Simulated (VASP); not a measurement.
Set up this calculation in VASP 6.6.1, as the native input.

```
Task                   : relaxation of cell and atoms
Functional             : r2SCAN
Potentials or basis    : VASP PAW PBE potentials, release 64 (Bi_d)
Cutoff                 : 600 eV
k mesh                 : 14 × 14 × 14
Occupations            : methfessel-paxton, width 0.1 eV
Spin                   : no spin polarisation
Further INCAR settings : ALGO = Normal; EDIFF = 1e-07; IBRION = 2; EDIFFG = -0.005; NSW = 90; ISIF = 3
```

The structure of Bi lies in POSCAR:

```
Bi                                      
1.0
   -1.9807539556      1.9807539556      1.9807539556
    1.9807539556     -1.9807539556      1.9807539556
    1.9807539556      1.9807539556     -1.9807539556
  Bi            
     1
Direct
     0.0000000000000000    0.0000000000000000    0.0000000000000000
```

This isn't the form of Bi at room conditions, which is rhombohedral.

These files were run (other wordings do the same):

INCAR

```
ALGO = Normal
EDIFF = 1E-7
EDIFFG = -0.005
ENCUT = 600
IBRION = 2
ISIF = 3
ISMEAR = 1
LASPH = T
LCHARG = F
LMIXTAU = T
LREAL = F
LWAVE = F
METAGGA = R2SCAN
NELM = 80
NSW = 90
PREC = Accurate
SIGMA = 0.1
```

KPOINTS

```
k-points
0
Gamma
  14 14 14
```

Potentials or basis: VASP PAW PBE potentials, release 64 (Bi_d).

Run with:

```bash
$ cat potpaw_PBE.64/Bi_d/POTCAR > POTCAR
$ mpirun -np 1 vasp_std > vasp.out
```

It gave:

```
Pressure after relaxing : 0.0 GPa
Band gap on the k mesh  : none (metal or under the smearing width)
```

Caveat: the relaxation stopped at its first step, so nothing moved; the PAW data sets were made with another functional, which shifts forces and pressure a little; spin-orbit coupling is left out, which moves the levels of the heavy elements.

Wall time 76 s on 1 thread of Intel(R) Xeon(R) 6975P-C (Granite Rapids), on a shared host, peak memory 0.19 GiB.
